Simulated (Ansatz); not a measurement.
# Al3Cu (Pm-3m) in Ansatz: notebook

Runs on Al3Cu. Level: PBEsol. Tasks: single point.

All numbers are computed with Ansatz 0.2.0; they aren't measurements. Logs are shortened: lines on timing, memory, paths and dates and some standing lists are left out, and cuts for length are marked.

## Step 1: The crystal as given

Symmetry: Pm-3m, No. 221, cubic system. Conventional cell: a = 3.924 Å, b = 3.924 Å, c = 3.924 Å, α = 90.00°, β = 90.00°, γ = 90.00°. Around Cu (site symmetry m-3m) lie 12 Al at 2.77 Å. Al (site symmetry 4/mmm) is surrounded by 4 Cu at 2.77 Å and 8 Al at 2.77 Å.

The cell comes from a database or a generator and needn't be the stable form of this composition.

## Step 2: Single point, PBEsol, 14.20 Å³/atom (volume scaled by 0.94)

The input, input.yaml:

```yaml
crystal:
  lattice:
    - [3.8440438081, 0.0, 0.0]
    - [0.0, 3.8440438081, 0.0]
    - [0.0, 0.0, 3.8440438081]
  atoms:
    - { symbol: Cu, position: [0.0, 0.0, 0.0] }
    - { symbol: Al, position: [0.5, 0.5, 0.0] }
    - { symbol: Al, position: [0.5, 0.0, 0.5] }
    - { symbol: Al, position: [0.0, 0.5, 0.5] }
kpoints:
  mp_grid: { grid: [7, 7, 7] }
scf:
  occupations: { method: fermi_dirac, width: 0.05 }
hamiltonian:
  xc: pbesol
  pseudopotentials: { kind: all_electron, lapw: { basis_error: 0.001 } }
output:
  forces: true
  stress: true
  eigenvalues: true
```

Potentials or basis: all-electron LAPW, scalar-relativistic.

Run with:

```bash
$ ansatz run input.yaml --threads 2 --pin off --max-ram 8192MiB --backend cpu --events-out ev --progress --plain --runs-dir out
```

Log:

```text
Warning: RAYON_NUM_THREADS=2 ignored (pool sized by the plan → 2); use --threads N
LAPW: plane waves up to 7.365 Å⁻¹, error target 1.0e-3 eV per atom; small_component_spin mean_spin; Al in spheres of 1.234 Å, 11 of its electrons in bands, Dirac shells []; Cu in spheres of 1.484 Å, 19 of its electrons in bands, Dirac shells [] (how accurate: hamiltonian.pseudopotentials.lapw.basis_error, Limitations)
Engine: ansatz 0.2.0, aarch64-unknown-linux-gnu
Pseudopotentials: kind: all_electron
Pseudopotential: Cu, LAPW, valence charge 19, lapw/all_electron/scalar/gaussian/Cu, Koelling and Harmon's equation, gaussian nucleus
Pseudopotential: Al, LAPW, valence charge 11, lapw/all_electron/scalar/gaussian/Al, Koelling and Harmon's equation, gaussian nucleus
Functional definition: PBEsol
  exchange = pbesol_x
  correlation = pbesol_c
Crystal: 4 atoms, lattice volume = 56.802 Å³
Basis set: ecut = 206.6558413614991 eV, 389 PW (Γ), exchange–correlation at level 2
Bands: 32, of which v1, the nominal top of the filled ones, is band 26 counted from 1 (25 counted from 0)
Symmetry: 48 space group operations
Space group: Pm-3m (ITA 221), of the structure as read, at distance tolerance 3.8e-5 Å
k-points: 20 of 343
Non-local potential: Cu, projectors of the file, none
Non-local potential: Al, projectors of the file, none
Initial density: superposition of atomic densities (chi_scale 0.1, normalization cell, long waves kept (reshape's long-wave potential 0.00 eV rms))
Initial wavefunctions: plane waves of lowest kinetic energy (no species holds an atomic orbital)
Functional: x = pbesol(κ = 0.804, μ = 0.12345679012345678), c = pbesol(β = 0.046)
iter 1 solved again at ethr=6.25e-3 eV; its pass at ethr=1.00e-1 eV (dr2=3.25e0 eV) is discarded
SCF iter   1: F=—  HF=-64784.793382 eV  |F-HF|=—  |Δ(HF+E_count)|=         —  Δρ=5.28e-2  dr2=3.25e0  ethr=6.25e-3  ⟨swp⟩=2.0  Hψ=4341  notcnv=0
preconditioner: auto → Kerker (q_TF=auto, 2.688 Å⁻¹)  [metal: Δε(μ)=0.030 eV  Ē_g=7.174 eV  σ=0.050 eV  W_gap=0.15  n_scr=18 (ndim 8)  ℏωp=22.0 eV  f_vac=0.000  D(μ)=2.87/eV (n_scr^D=26)]
SCF iter   2: F=—  HF=-64801.979459 eV  |F-HF|=—  |Δ(HF+E_count)|=    1.72e1  Δρ=5.01e-2  dr2=3.01e0  ethr=6.25e-3  ⟨swp⟩=3.1  Hψ=2096  notcnv=0
SCF iter   3: F=—  HF=-64786.880328 eV  |F-HF|=—  |Δ(HF+E_count)|=    1.51e1  Δρ=3.24e-2  dr2=1.17e0  ethr=5.78e-3  ⟨swp⟩=2.1  Hψ=1729  notcnv=0
iter 4 solved again at ethr=5.55e-5 eV; its pass at ethr=2.26e-3 eV (dr2=2.88e-2 eV) is discarded
SCF iter   4: F=—  HF=-64781.806859 eV  |F-HF|=—  |Δ(HF+E_count)|=    5.07e0  Δρ=7.40e-3  dr2=2.89e-2  ethr=5.55e-5  ⟨swp⟩=2.0  Hψ=3345  notcnv=0
SCF iter   5: F=—  HF=-64781.822672 eV  |F-HF|=—  |Δ(HF+E_count)|=         —  Δρ=5.60e-3  dr2=3.38e-2  ethr=5.55e-5  ⟨swp⟩=3.0  Hψ=1941  notcnv=0
the basis was enlarged: its passes take 75.3 KiB over the memory plan, 2 of 2 planned eigensolver slots
SCF iter   6: F=—  HF=-64781.752418 eV  |F-HF|=—  |Δ(HF+E_count)|=   7.03e-2  Δρ=1.28e-3  dr2=1.10e-3  ethr=5.55e-5  ⟨swp⟩=2.9  Hψ=1794  notcnv=0
SCF iter   7: F=—  HF=-64781.752284 eV  |F-HF|=—  |Δ(HF+E_count)|=   1.34e-4  Δρ=3.98e-4  dr2=1.69e-4  ethr=2.11e-6  ⟨swp⟩=2.2  Hψ=1752  notcnv=0
SCF iter   8: F=—  HF=-64781.752348 eV  |F-HF|=—  |Δ(HF+E_count)|=   6.44e-5  Δρ=3.08e-4  dr2=1.24e-4  ethr=3.24e-7  ⟨swp⟩=2.0  Hψ=1748  notcnv=0  recentre
SCF iter   9: F=—  HF=-64781.752229 eV  |F-HF|=—  |Δ(HF+E_count)|=   1.19e-4  Δρ=1.45e-4  dr2=2.87e-5  ethr=2.38e-7  ⟨swp⟩=2.0  Hψ=1748  notcnv=0
SCF iter  10: F=—  HF=-64781.752205 eV  |F-HF|=—  |Δ(HF+E_count)|=   2.39e-5  Δρ=1.46e-5  dr2=9.78e-8  ethr=5.52e-8  ⟨swp⟩=2.1  Hψ=1750  notcnv=0
SCF iter  11: F=—  HF=-64781.752205 eV  |F-HF|=—  |Δ(HF+E_count)|=   8.73e-7  Δρ=8.94e-6  dr2=1.13e-7  ethr=1.88e-10  ⟨swp⟩=3.0  Hψ=1933  notcnv=0
SCF iter  12: F=-64781.752205 eV  HF=-64781.752205 eV  |F-HF|=9.09e-10  |Δ(HF+E_count)|=   3.85e-8  Δρ=1.62e-6  dr2=2.35e-9  ethr=1.88e-10  ⟨swp⟩=2.2  Hψ=1752  notcnv=0
SCF 1 converged in 12 iterations: F = -64781.752205 eV  dr2 = 2.35e-9
SCF converged after 12 iterations
Free energy (F): -64781.752205 eV
Harris-Foulkes:  -64781.752205 eV  (|F-HF|=9.09e-10)
Internal energy: -64781.745484 eV  (E = F + TS)
E sigma→0 (E₀):  -64781.748844 eV
Entropy (-TS):   -0.006720 eV (-1.680 meV/atom)
Fermi energy:    12.215149 eV
--- Per-component energies (eV) ---
  E_band       = -1879.172417
  E_kinetic    = 65590.037718
  E_xc         = -3286.550485
  E_electrostatic = -127085.232718  (all electrons and nuclei)
  E_smearing   = -0.006720  (= −TS)
  E_closure    = 0.000000  (closes the sum)
  E_atoms      = -64765.026380  (free atoms, spherical and without spin; not in F)
  Σ components = -64781.752205   (vs F -64781.752205, Δ=0.00e0)
  Basis errors (estimates in eV, not in F): energy 3.0e-4 per atom: plane waves 2.7e-4 (1.4e-4 summed), levels above the bands 8.3e-55, relativity 3.4e-9, radial functions 3.6e-5, core shells 1.7e-13; eigenvalues (radial functions only) 7.0e-6; not estimated: angular momenta, meshes, grids; target (lapw.basis_error) 1.0e-3; muffin-tin radii Al 1.234 Å, Cu 1.484 Å
--- Forces (eV/Å), atoms counted from 1 ---
  atom   1  Cu    -0.00000000     0.00000000     0.00000000
  atom   2  Al     0.00000000    -0.00000000     0.00000000
  atom   3  Al     0.00000000     0.00000000    -0.00000000
  atom   4  Al    -0.00000000     0.00000000    -0.00000000
  max |Σ_I F_I| component: 1.61e-30 eV/Å
--- Stress (GPa, compression-positive) ---
        3.866396       0.000000       0.000000
        0.000000       3.866396       0.000000
        0.000000       0.000000       3.866396
  P = ⅓ Tr σ = 3.8664 GPa (38.664 kbar)
--- Band table (eV; the first three rows and the last of 20) ---
  k-point 0: bands = ["-100.9045", "-90.6903", "-90.6843", "-90.6843", "-58.4233", "-58.4233", "-58.4233", "-52.3800", "-52.3800", "-52.3800", "-52.3638", "-52.3638", "-52.3638", "-52.3514", "-52.3514", "-52.3514", "0.7341", "7.7811", "7.7811", "8.5520", "8.5520", "8.5520", "9.7821", "9.7821", "9.7821", "11.6244", "12.9215", "12.9215", "18.9785", "18.9785", "18.9785", "19.3936"]
  k-point 1: bands = ["-100.9045", "-90.6900", "-90.6845", "-90.6843", "-58.4233", "-58.4233", "-58.4233", "-52.3793", "-52.3793", "-52.3787", "-52.3640", "-52.3640", "-52.3639", "-52.3528", "-52.3519", "-52.3519", "0.9395", "7.2981", "7.8242", "8.4322", "8.4322", "8.5589", "8.8648", "10.0887", "10.0887", "12.1328", "13.0415", "14.3080", "17.0554", "17.0554", "18.1020", "19.0310"]
  k-point 2: bands = ["-100.9045", "-90.6893", "-90.6852", "-90.6843", "-58.4234", "-58.4233", "-58.4233", "-52.3772", "-52.3772", "-52.3749", "-52.3647", "-52.3647", "-52.3640", "-52.3568", "-52.3533", "-52.3533", "1.5508", "5.6644", "7.9230", "8.2488", "8.2488", "8.5747", "8.6729", "10.8400", "10.8400", "12.4922", "13.4237", "15.0220", "15.0220", "16.5717", "16.9165", "17.5929"]
  k-point 19: bands = ["-100.9045", "-90.6865", "-90.6862", "-90.6862", "-58.4235", "-58.4235", "-58.4235", "-52.3868", "-52.3772", "-52.3771", "-52.3771", "-52.3548", "-52.3548", "-52.3545", "-52.3523", "-52.3523", "5.7705", "6.7809", "6.7809", "7.4194", "8.0689", "8.1086", "8.1086", "8.9017", "8.9017", "10.1135", "10.6201", "10.6201", "11.3546", "23.1104", "23.1104", "23.5032"]
```

Run time: 5.2 s. Hardware: 2 threads of Arm Neoverse V2, shared host; peak memory 0.3 GiB.

What came out:

| Item | Value |
| --- | --- |
| Free energy | -64781.7522 eV |
| Pressure | 3.9 GPa |
| Band gap on the k mesh | none (metal or under the smearing width) |

## Step 3: Single point, PBEsol, 14.50 Å³/atom (volume scaled by 0.96)

input.yaml, as its differences from that of step 2:

```diff
@@ -2,5 +2,5 @@
   lattice:
-    - [3.8440438081, 0.0, 0.0]
-    - [0.0, 3.8440438081, 0.0]
-    - [0.0, 0.0, 3.8440438081]
+    - [3.8711154311, 0.0, 0.0]
+    - [0.0, 3.8711154311, 0.0]
+    - [0.0, 0.0, 3.8711154311]
   atoms:
```

Potentials or basis: all-electron LAPW, scalar-relativistic.

Run with:

```bash
$ ansatz run input.yaml --threads 2 --pin off --max-ram 8192MiB --backend cpu --events-out ev --progress --plain --runs-dir out
```

Wall time 5.1 s (2 threads of Arm Neoverse V2, shared host); peak memory 0.3 GiB.

It converged, with:

| Property | Result |
| --- | --- |
| Free energy | -64781.7722 eV |
| Pressure | 1.5 GPa |
| Band gap on the k mesh | none (metal or under the smearing width) |

## Step 4: Single point, PBEsol, 14.80 Å³/atom (volume scaled by 0.98)

input.yaml, as its differences from that of step 3:

```diff
@@ -2,5 +2,5 @@
   lattice:
-    - [3.8711154311, 0.0, 0.0]
-    - [0.0, 3.8711154311, 0.0]
-    - [0.0, 0.0, 3.8711154311]
+    - [3.8978136225, 0.0, 0.0]
+    - [0.0, 3.8978136225, 0.0]
+    - [0.0, 0.0, 3.8978136225]
   atoms:
```

Run with:

```bash
$ ansatz run input.yaml --threads 2 --pin off --max-ram 8192MiB --backend cpu --events-out ev --progress --plain --runs-dir out
```

Wall time 4.9 s (2 threads of Arm Neoverse V2, shared host); peak memory 0.3 GiB.

It converged, with:

```yaml
Free_energy: -64781.7753 eV
Pressure: -0.6 GPa
Band_gap_on_the_k_mesh: none (metal or under the smearing width)
```

## Step 5: Single point, PBEsol, 15.11 Å³/atom

input.yaml, as its differences from that of step 4:

```diff
@@ -2,5 +2,5 @@
   lattice:
-    - [3.8978136225, 0.0, 0.0]
-    - [0.0, 3.8978136225, 0.0]
-    - [0.0, 0.0, 3.8978136225]
+    - [3.924151, 0.0, 0.0]
+    - [0.0, 3.924151, 0.0]
+    - [0.0, 0.0, 3.924151]
   atoms:
```

Run with:

```bash
$ ansatz run input.yaml --threads 2 --pin off --max-ram 8192MiB --backend cpu --events-out ev --progress --plain --runs-dir out
```

It took 4.9 s on 2 threads of Arm Neoverse V2, shared host; peak memory 0.3 GiB.

Results (log left out):

| Property | Result |
| --- | --- |
| Free energy | -64781.7632 eV |
| Pressure | -2.5 GPa |
| Band gap on the k mesh | none (metal or under the smearing width) |

## Step 6: Single point, PBEsol, 15.41 Å³/atom (volume scaled by 1.02)

input.yaml, as its differences from that of step 5:

```diff
@@ -2,5 +2,5 @@
   lattice:
-    - [3.924151, 0.0, 0.0]
-    - [0.0, 3.924151, 0.0]
-    - [0.0, 0.0, 3.924151]
+    - [3.9501395123, 0.0, 0.0]
+    - [0.0, 3.9501395123, 0.0]
+    - [0.0, 0.0, 3.9501395123]
   atoms:
```

Potentials or basis: all-electron LAPW, scalar-relativistic.

Run with:

```bash
$ ansatz run input.yaml --threads 2 --pin off --max-ram 8192MiB --backend cpu --events-out ev --progress --plain --runs-dir out
```

Run time: 5.2 s. Hardware: 2 threads of Arm Neoverse V2, shared host; peak memory 0.3 GiB.

It converged, with:

* Free energy: -64781.7375 eV
* Pressure: -4.2 GPa
* Band gap on the k mesh: none (metal or under the smearing width)

## Step 7: Single point, PBEsol, 15.71 Å³/atom (volume scaled by 1.04)

input.yaml, as its differences from that of step 6:

```diff
@@ -2,5 +2,5 @@
   lattice:
-    - [3.9501395123, 0.0, 0.0]
-    - [0.0, 3.9501395123, 0.0]
-    - [0.0, 0.0, 3.9501395123]
+    - [3.9757904877, 0.0, 0.0]
+    - [0.0, 3.9757904877, 0.0]
+    - [0.0, 0.0, 3.9757904877]
   atoms:
```

Run with:

```bash
$ ansatz run input.yaml --threads 2 --pin off --max-ram 8192MiB --backend cpu --events-out ev --progress --plain --runs-dir out
```

Run time: 5.3 s. Hardware: 2 threads of Arm Neoverse V2, shared host; peak memory 0.3 GiB.

Results (log left out):

```yaml
Free_energy: -64781.6996 eV
Pressure: -5.8 GPa
Band_gap_on_the_k_mesh: none (metal or under the smearing width)
```

## Step 8: Single point, PBEsol, 16.01 Å³/atom (volume scaled by 1.06)

input.yaml, as its differences from that of step 7:

```diff
@@ -2,5 +2,5 @@
   lattice:
-    - [3.9757904877, 0.0, 0.0]
-    - [0.0, 3.9757904877, 0.0]
-    - [0.0, 0.0, 3.9757904877]
+    - [4.0011146767, 0.0, 0.0]
+    - [0.0, 4.0011146767, 0.0]
+    - [0.0, 0.0, 4.0011146767]
   atoms:
```

Run with:

```bash
$ ansatz run input.yaml --threads 2 --pin off --max-ram 8192MiB --backend cpu --events-out ev --progress --plain --runs-dir out
```

Wall time 5.2 s (2 threads of Arm Neoverse V2, shared host); peak memory 0.3 GiB.

The run converged. Its results:

| Property | Result |
| --- | --- |
| Free energy | -64781.6509 eV |
| Pressure | -7.1 GPa |
| Band gap on the k mesh | none (metal or under the smearing width) |

## Step 9: The reference run

An earlier run on the cell as given: functional PBEsol; potentials or basis all-electron LAPW, scalar-relativistic; cutoff 196 eV (chosen from the basis error); basis error allowed 0.001 eV/atom; k mesh 7 × 7 × 7; occupations fermi-dirac, width 0.05 eV; no spin polarisation.

* Pressure: -2.5 GPa
* Band gap on the k mesh: none (metal or under the smearing width)
* Loewdin charges: Cu +0.66; Al -0.15 e
